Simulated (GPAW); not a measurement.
# Nb (Pm-3m) in GPAW: notebook, part 2 of 2

GPAW 26.7.0. The steps go on from the part before.

**3. Relaxation of cell and atoms, revPBE**

The input, run.py:

```python
from ase.filters import FrechetCellFilter
from ase.io import read, write
from ase.optimize import BFGS
from gpaw import GPAW, PW

atoms = read('POSCAR')

calc = GPAW(mode=PW(600),
            xc='revPBE',
            kpts={'size': (8, 8, 8), 'gamma': True},
            occupations={'name': 'fermi-dirac', 'width': 0.05},
            nbands=15,
            convergence={'density': 1e-05, 'energy': 1e-05},
            maxiter=150,
            txt='gpaw.txt')
atoms.calc = calc
opt = BFGS(FrechetCellFilter(atoms), trajectory='relax.traj', logfile='-')
done = opt.run(fmax=0.02, steps=60)
calc.write('gs.gpw')
write('result.traj', atoms)
print('Converged:', done)
print('Cell:', atoms.cell.cellpar().round(4))
print('Volume:', round(atoms.get_volume(), 4))
print(atoms.get_scaled_positions().round(5))
```

The input, POSCAR:

```
Nb
1.0
    2.7196400000      0.0000000000      0.0000000000
    0.0000000000      2.7196400000      0.0000000000
    0.0000000000      0.0000000000      2.7196400000
Nb
1
Direct
    0.5000000000      0.5000000000      0.5000000000
```

Potentials or basis: the program's PAW data sets (release 1.2.1) made for this functional, pw.

Started as:

```
$ OMP_NUM_THREADS=1 python run.py
```

gpaw.txt:

```text
__  _  _
 | _ |_)|_||  |
 |__||  | ||/\| - 26.7.0

Input parameters:
  mode=PW(ecut=600.0),
  convergence={'density': 1e-05, 'energy': 1e-05},
  kpts=MonkhorstPack(size=(8, 8, 8), gamma=True),
  maxiter=150,
  nbands=15,
  occupations=Occupations(name='fermi-dirac', width=0.05),
  xc=XC(name='revPBE')

Diagonalizing LCAO Hamiltonian
Converting LCAO to pw mode
   .------.
  /|      |
 * |      |
 | .-Nb---.
 |/      /
 *------*

Atoms  # Å, Bohr magnetons
|   | symbol |        x |        y |        z |    initial magnetic moments |
|---|--------|----------|----------|----------|-----------------------------|
| 0 |     Nb | 1.359820 | 1.359820 | 1.359820 | ( 0.0000,  0.0000,  0.0000) |

Unit cell  # Å
| periodic |        x |        y |        z |  lengths |    angles |
|----------|----------|----------|----------|----------|-----------|
|      yes | 2.719640 | 0.000000 | 0.000000 | 2.719640 | 90.000000 |
|      yes | 0.000000 | 2.719640 | 0.000000 | 2.719640 | 90.000000 |
|      yes | 0.000000 | 0.000000 | 2.719640 | 2.719640 | 90.000000 |

Number of symmetries: 48
Symmetry operations  # r_c * U_cc + t_c -> r_c
|    | kind |            matrix            |
|----|------|------------------------------|
|  0 |  E   |  1, 0, 0,  0, 1, 0,  0, 0, 1 |
|  1 |  σ   |  1, 0, 0,  0, 1, 0,  0, 0,-1 |
|  2 |  σ   |  1, 0, 0,  0, 0, 1,  0, 1, 0 |
|  3 |  C4  |  1, 0, 0,  0, 0, 1,  0,-1, 0 |
|  4 |  C4  |  1, 0, 0,  0, 0,-1,  0, 1, 0 |
|  5 |  σ   |  1, 0, 0,  0, 0,-1,  0,-1, 0 |
|  6 |  σ   |  1, 0, 0,  0,-1, 0,  0, 0, 1 |
|  7 |  C2  |  1, 0, 0,  0,-1, 0,  0, 0,-1 |
|  8 |  σ   |  0, 1, 0,  1, 0, 0,  0, 0, 1 |
|  9 |  C2  |  0, 1, 0,  1, 0, 0,  0, 0,-1 |
| 10 |  C3  |  0, 1, 0,  0, 0, 1,  1, 0, 0 |
| 11 |  S6  |  0, 1, 0,  0, 0, 1, -1, 0, 0 |
| 12 |  S6  |  0, 1, 0,  0, 0,-1,  1, 0, 0 |
| 13 |  C3  |  0, 1, 0,  0, 0,-1, -1, 0, 0 |
| 14 |  C4  |  0, 1, 0, -1, 0, 0,  0, 0, 1 |
| 15 |  S4  |  0, 1, 0, -1, 0, 0,  0, 0,-1 |
| 16 |  C3  |  0, 0, 1,  1, 0, 0,  0, 1, 0 |
[... 17 lines left out ...]
| 34 |  S6  |  0,-1, 0,  0, 0, 1,  1, 0, 0 |
| 35 |  C3  |  0,-1, 0,  0, 0, 1, -1, 0, 0 |
| 36 |  C3  |  0,-1, 0,  0, 0,-1,  1, 0, 0 |
| 37 |  S6  |  0,-1, 0,  0, 0,-1, -1, 0, 0 |
| 38 |  σ   |  0,-1, 0, -1, 0, 0,  0, 0, 1 |
| 39 |  C2  |  0,-1, 0, -1, 0, 0,  0, 0,-1 |
| 40 |  σ   | -1, 0, 0,  0, 1, 0,  0, 0, 1 |
| 41 |  C2  | -1, 0, 0,  0, 1, 0,  0, 0,-1 |
| 42 |  C2  | -1, 0, 0,  0, 0, 1,  0, 1, 0 |
| 43 |  S4  | -1, 0, 0,  0, 0, 1,  0,-1, 0 |
| 44 |  S4  | -1, 0, 0,  0, 0,-1,  0, 1, 0 |
| 45 |  C2  | -1, 0, 0,  0, 0,-1,  0,-1, 0 |
| 46 |  C2  | -1, 0, 0,  0,-1, 0,  0, 0, 1 |
| 47 |  i   | -1, 0, 0,  0,-1, 0,  0, 0,-1 |

BZ-sampling:
  Number of BZ points: 512
[... 301 lines left out ...]
      core: 1.51  # [Å]
    projectors
    | kind |    occ | energy [eV] | rcut [Å] |
    |------|--------|-------------|----------|
    |   4s |  2.000 |     -58.314 |    1.323 |
    |   5s |  1.000 |      -3.903 |    1.323 |
    |   4p |  6.000 |     -34.488 |    1.323 |
    |   5p |  0.000 |      -1.077 |    1.323 |
    |   4d |  4.000 |      -2.990 |    1.244 |
    |    d |        |      24.221 |    1.244 |

    Using partial waves for Nb as LCAO basis

Reference energy: -103911.464565  # eV

eigensolver:
  PPCG
  Converge bands: occupied
  niter=2

density mixing:
  MSR1-Mixer
  Pratt-step length: 0.05
  Maximum mixing coefficient: 0.75
  Old densities: 10
  SVD Regularization: 0.005
  Good broyden scale: 1.0
  Trust region scale: 1.0
  Backstep threshold: 4.0
  History deletion threshold: 6.0
  Fourier metric: weight=20.0, sigma=0.015

occupation numbers:
  Fermi-Dirac:
    width: 0.0500  # eV

poisson solver:
  ecut: 4800.0  # eV

xc functional:
  name: revPBE with 2 nearest neighbor stencil

convergence criteria:
- Maximum integral of absolute [dens]ity change: 1e-05 electrons / valence electron
- Maximum [total energy] change in last 3 cyles: 1e-05 eV / valence electron
- Maximum integral of absolute [eigenst]ate change: 4e-08 eV^2 / valence electron
maximum number of iterations: 150

SCF iterations
|iter     | |      energy | eigst |  dens |
|---------|-|-------------|-------|-------|
|iter:   1| |   -9.007951 | -3.86 |       |
|iter:   2| |   -9.007942 | -6.58 | -3.17 |
|iter:   3| |   -9.007902c| -5.70 | -3.22 |
|iter:   4| |   -9.007904c| -7.50c| -4.13 |
|iter:   5| |   -9.007905c| -8.17c| -4.37 |
|iter:   6| |   -9.007905c| -9.58c| -5.52c|

Converged in 6 steps
Energy contributions relative to reference atoms: (reference = -103911.464565)

Energy contributions:
  Kinetic:          -2.290755
  Coulomb:          -1.584774
  Zero:             -0.054350
  External:          0.000000
  Xc:               -5.072962
  Entropy:          -0.010128
  Spinorbit:         0.000000
  ----------------------------
  Free energy:      -9.012969
  Extrapolated:     -9.007905

dipole moment: (0.000000, 0.000000, 0.000000)  # |e|*Ang

Fermi level: 10.110
Eigenvalues  # (at kpt = [0.000, 0.000, 0.000])
| band index |      eig [eV] | occ [0-2] |
|------------|---------------|-----------|
|          0 |       -44.686 |     2.000 |
|          1 |       -20.032 |     2.000 |
|          2 |       -20.032 |     2.000 |
|          3 |       -20.032 |     2.000 |
|          4 |         4.462 |     2.000 |
|          5 |         7.244 |     2.000 |
|          6 |         7.244 |     2.000 |
|          7 |        15.071 |     0.000 |
|          8 |        15.071 |     0.000 |
|          9 |        15.071 |     0.000 |
|         10 |        24.740 |     0.000 |
|         11 |        24.740 |     0.000 |
|         12 |        24.740 |     0.000 |
|         13 |        31.140 |     0.000 |
|         14 |        31.966 |     0.000 |

No gap
No difference between direct/indirect transitions

Stress tensor  # eV/Ang^3
|         x |         y |        z |
|-----------|-----------|----------|
|  0.000419 | -0.000000 | 0.000000 |
| -0.000000 |  0.000419 | 0.000000 |
|  0.000000 |  0.000000 | 0.000419 |

Forces  # eV/Ang
|       x |       y |       z |
|---------|---------|---------|
| 0.00000 | 0.00000 | 0.00000 |  # Nb   0

# Writing to gs.gpw (mode='')
```

It took 9.3 s on 1 thread of Arm Neoverse V1, shared host; peak memory 0.14 GiB.

What came out:

```yaml
Free_energy: -9.0130 eV
Relaxed_volume: 20.09 Å³/atom
Relaxed_cell: a = 2.719 Å, b = 2.719 Å, c = 2.719 Å, α = 90.00°, β = 90.00°, γ = 90.00°
Space_group_after_relaxing_to_0.05_Å: Pm-3m (No. 221)
Energy_gained_by_relaxing: 0.0 meV/atom
Ionic_steps: 2
Pressure_after_relaxing: -0.1 GPa
Band_gap_on_the_k_mesh: none (metal or under the smearing width)
```

Final structure:
```cif
data_structure
_symmetry_space_group_name_H-M 'P 1'
_symmetry_Int_Tables_number 1
_cell_length_a 2.7186
_cell_length_b 2.7186
_cell_length_c 2.7186
_cell_angle_alpha 90.000
_cell_angle_beta 90.000
_cell_angle_gamma 90.000
_cell_volume 20.09
loop_
_atom_site_label
_atom_site_type_symbol
_atom_site_fract_x
_atom_site_fract_y
_atom_site_fract_z
_atom_site_occupancy
Nb1 Nb 0.50000 0.50000 0.50000 1
```

Caveat: later steps reuse the first step's grids.

**4. Relaxation of cell and atoms, PW91**

Edit run.py of step 3 so:

```diff
@@ -3,3 +3,5 @@
 from ase.optimize import BFGS
-from gpaw import GPAW, PW
+from gpaw import GPAW, PW, setup_paths
+
+setup_paths.insert(0, '.')
 
@@ -8,3 +10,3 @@
 calc = GPAW(mode=PW(600),
-            xc='revPBE',
+            xc='GGA_X_PW91+GGA_C_PW91',
             kpts={'size': (8, 8, 8), 'gamma': True},
```

POSCAR is that of step 3.

Potentials or basis: PAW data sets generated in the run's folder for this functional, pw.

Started as:

```
$ gpaw-setup -f GGA_X_PW91+GGA_C_PW91 Nb
$ OMP_NUM_THREADS=1 python run.py
```

It took 16 s on 1 thread of Arm Neoverse V1, shared host; peak memory 0.14 GiB.

It converged, with:

| Item | Value |
| --- | --- |
| Free energy | -9.4390 eV |
| Relaxed volume | 19.78 Å³/atom |
| Relaxed cell | a = 2.705 Å, b = 2.705 Å, c = 2.705 Å, α = 90.00°, β = 90.00°, γ = 90.00° |
| Space group after relaxing (to 0.05 Å) | Pm-3m (No. 221) |
| Energy gained by relaxing | 2.3 meV/atom |
| Ionic steps | 3 |
| Pressure after relaxing | 0.0 GPa |
| Band gap on the k mesh | none (metal or under the smearing width) |

Step by step:
```csv
step,energy change (eV),largest force (eV/Å),pressure (GPa),volume (Å³)
1,0.0000,0.0000,-2.17,20.12
2,-0.0021,0.0000,-0.65,19.88
3,-0.0023,0.0000,0.01,19.78
```

Final structure:
```cif
data_structure
_symmetry_space_group_name_H-M 'P 1'
_symmetry_Int_Tables_number 1
_cell_length_a 2.7046
_cell_length_b 2.7046
_cell_length_c 2.7046
_cell_angle_alpha 90.000
_cell_angle_beta 90.000
_cell_angle_gamma 90.000
_cell_volume 19.78
loop_
_atom_site_label
_atom_site_type_symbol
_atom_site_fract_x
_atom_site_fract_y
_atom_site_fract_z
_atom_site_occupancy
Nb1 Nb 0.50000 0.50000 0.50000 1
```

Levels at points of the mesh, in eV from the Fermi level:
```
           k point  band 4  band 5  band 6  band 7  band 8  band 9  band 10  band 11
(0.00, 0.00, 0.00)  -30.10   -5.67   -2.93   -2.93    5.05    5.05     5.05    14.76
(0.50, 0.00, 0.00)  -29.96   -2.60   -2.04    0.49    1.75    1.75     5.39     9.74
(0.50, 0.50, 0.00)  -29.83   -4.22   -1.15    2.44    2.44    5.77     5.77     7.28
(0.50, 0.50, 0.50)  -31.17   -2.63   -2.63   -2.63    7.40    7.51     7.51    12.38
```

Caveat: later steps reuse the first step's grids.

**5. Relaxation of cell and atoms, r2SCAN**

Edit run.py of step 4 so:

```diff
@@ -3,5 +3,3 @@
 from ase.optimize import BFGS
-from gpaw import GPAW, PW, setup_paths
-
-setup_paths.insert(0, '.')
+from gpaw import GPAW, PW
 
@@ -10,3 +8,3 @@
 calc = GPAW(mode=PW(600),
-            xc='GGA_X_PW91+GGA_C_PW91',
+            xc='MGGA_X_R2SCAN+MGGA_C_R2SCAN',
             kpts={'size': (8, 8, 8), 'gamma': True},
```

POSCAR is that of step 4.

Potentials or basis: GPAW PAW data sets (gpaw-data 1.2.1), pw.

Started as:

```
$ OMP_NUM_THREADS=1 python run.py
```

gpaw.txt:

```text
__  _  _
 | _ |_)|_||  |
 |__||  | ||/\| - 26.7.0

Input parameters:
  mode=PW(ecut=600.0),
  convergence={'density': 1e-05, 'energy': 1e-05},
  kpts=MonkhorstPack(size=(8, 8, 8), gamma=True),
  maxiter=150,
  nbands=15,
  occupations=Occupations(name='fermi-dirac', width=0.05),
  xc=XC(name='MGGA_X_R2SCAN+MGGA_C_R2SCAN')

Diagonalizing LCAO Hamiltonian
Converting LCAO to pw mode
   .------.
  /|      |
 * |      |
 | .-Nb---.
 |/      /
 *------*

Atoms  # Å, Bohr magnetons
|   | symbol |        x |        y |        z |    initial magnetic moments |
|---|--------|----------|----------|----------|-----------------------------|
| 0 |     Nb | 1.359820 | 1.359820 | 1.359820 | ( 0.0000,  0.0000,  0.0000) |

Unit cell  # Å
| periodic |        x |        y |        z |  lengths |    angles |
|----------|----------|----------|----------|----------|-----------|
|      yes | 2.719640 | 0.000000 | 0.000000 | 2.719640 | 90.000000 |
|      yes | 0.000000 | 2.719640 | 0.000000 | 2.719640 | 90.000000 |
|      yes | 0.000000 | 0.000000 | 2.719640 | 2.719640 | 90.000000 |

Number of symmetries: 48
Symmetry operations  # r_c * U_cc + t_c -> r_c
|    | kind |            matrix            |
|----|------|------------------------------|
|  0 |  E   |  1, 0, 0,  0, 1, 0,  0, 0, 1 |
|  1 |  σ   |  1, 0, 0,  0, 1, 0,  0, 0,-1 |
|  2 |  σ   |  1, 0, 0,  0, 0, 1,  0, 1, 0 |
|  3 |  C4  |  1, 0, 0,  0, 0, 1,  0,-1, 0 |
[... 243 lines left out ...]
|  5 |  σ   |  1, 0, 0,  0, 0,-1,  0,-1, 0 |
|  6 |  σ   |  1, 0, 0,  0,-1, 0,  0, 0, 1 |
|  7 |  C2  |  1, 0, 0,  0,-1, 0,  0, 0,-1 |
|  8 |  σ   |  0, 1, 0,  1, 0, 0,  0, 0, 1 |
[... 201 lines left out ...]
No gap
No difference between direct/indirect transitions

Stress tensor  # eV/Ang^3
|         x |         y |        z |
|-----------|-----------|----------|
|  0.006295 | -0.000000 | 0.000000 |
| -0.000000 |  0.006295 | 0.000000 |
|  0.000000 |  0.000000 | 0.006295 |

Forces  # eV/Ang
|        x |       y |       z |
|----------|---------|---------|
| -0.00000 | 0.00000 | 0.00000 |  # Nb   0

Interpolating wave functions to new cell

       Nb

Atoms  # Å, Bohr magnetons
|   | symbol |        x |        y |        z |    initial magnetic moments |
|---|--------|----------|----------|----------|-----------------------------|
| 0 |     Nb | 1.348039 | 1.348039 | 1.348039 | ( 0.0000,  0.0000,  0.0000) |

Unit cell  # Å
| periodic |         x |         y |        z |  lengths |    angles |
|----------|-----------|-----------|----------|----------|-----------|
|      yes |  2.696077 |  0.000000 | 0.000000 | 2.696077 | 90.000000 |
|      yes |  0.000000 |  2.696077 | 0.000000 | 2.696077 | 90.000000 |
|      yes | -0.000000 | -0.000000 | 2.696077 | 2.696077 | 90.000000 |

Number of symmetries: 48
Symmetry operations  # r_c * U_cc + t_c -> r_c
|    | kind |            matrix            |
|----|------|------------------------------|
|  0 |  E   |  1, 0, 0,  0, 1, 0,  0, 0, 1 |
|  1 |  σ   |  1, 0, 0,  0, 1, 0,  0, 0,-1 |
|  2 |  σ   |  1, 0, 0,  0, 0, 1,  0, 1, 0 |
|  3 |  C4  |  1, 0, 0,  0, 0, 1,  0,-1, 0 |
|  4 |  C4  |  1, 0, 0,  0, 0,-1,  0, 1, 0 |
|  5 |  σ   |  1, 0, 0,  0, 0,-1,  0,-1, 0 |
|  6 |  σ   |  1, 0, 0,  0,-1, 0,  0, 0, 1 |
|  7 |  C2  |  1, 0, 0,  0,-1, 0,  0, 0,-1 |
|  8 |  σ   |  0, 1, 0,  1, 0, 0,  0, 0, 1 |
[... 201 lines left out ...]
No gap
No difference between direct/indirect transitions

Stress tensor  # eV/Ang^3
|         x |         y |         z |
|-----------|-----------|-----------|
| -0.000167 | -0.000000 |  0.000000 |
| -0.000000 | -0.000167 |  0.000000 |
|  0.000000 |  0.000000 | -0.000167 |

Forces  # eV/Ang
|       x |       y |       z |
|---------|---------|---------|
| 0.00000 | 0.00000 | 0.00000 |  # Nb   0

# Writing to gs.gpw (mode='')
```

Wall time 49 s (1 thread of Arm Neoverse V1, shared host); peak memory 0.41 GiB.

What came out:

```
Free energy                            : -20.8184 eV
Relaxed volume                         : 19.60 Å³/atom
Relaxed cell                           : a = 2.696 Å, b = 2.696 Å, c = 2.696 Å, α = 90.00°, β = 90.00°, γ = 90.00°
Space group after relaxing (to 0.05 Å) : Pm-3m (No. 221)
Energy gained by relaxing              : 5.5 meV/atom
Ionic steps                            : 3
Pressure after relaxing                : 0.0 GPa
Band gap on the k mesh                 : none (metal or under the smearing width)
```

The path:
```tsv
step	energy change (eV)	largest force (eV/Å)	pressure (GPa)	volume (Å³)
1	0.0000	0.0000	-3.47	20.12
2	-0.0051	0.0000	-1.01	19.74
3	-0.0055	0.0000	0.03	19.60
```

Final structure:
```yaml
crystal:
  lattice:
    - [2.69608, 0.00000, 0.00000]
    - [0.00000, 2.69608, 0.00000]
    - [0.00000, 0.00000, 2.69608]
  atoms:
    - { symbol: Nb, position: [0.50000, 0.50000, 0.50000] }
```

Caveat: later steps reuse the first step's grids; the PAW data sets were made with another functional, which shifts forces and pressure a little.

**6. Overview**

```tsv
level	potentials or basis	eigensolver	gap on the mesh (eV)	pressure (GPa)	relaxed volume (Å³/atom)
TPSS	GPAW PAW data sets (gpaw-data 1.2.1), pw	davidson	none	0.0	19.46
revPBE	the program's PAW data sets (release 1.2.1) made for this functional, pw	-	none	-0.1	20.09
PW91	PAW data sets generated in the run's folder for this functional, pw	-	none	0.0	19.78
r2SCAN	GPAW PAW data sets (gpaw-data 1.2.1), pw	-	none	0.0	19.60
```

Alike in all rows: task relaxation of cell and atoms; no spin polarisation; cell relaxed; k mesh 8 × 8 × 8; cutoff (eV) 600; smearing fermi-dirac 0.05 eV.

Caveats: later steps reuse the first step's grids; the PAW data sets were made with another functional, which shifts forces and pressure a little (some runs).

Absolute energies hang on the potentials; compare differences alone.
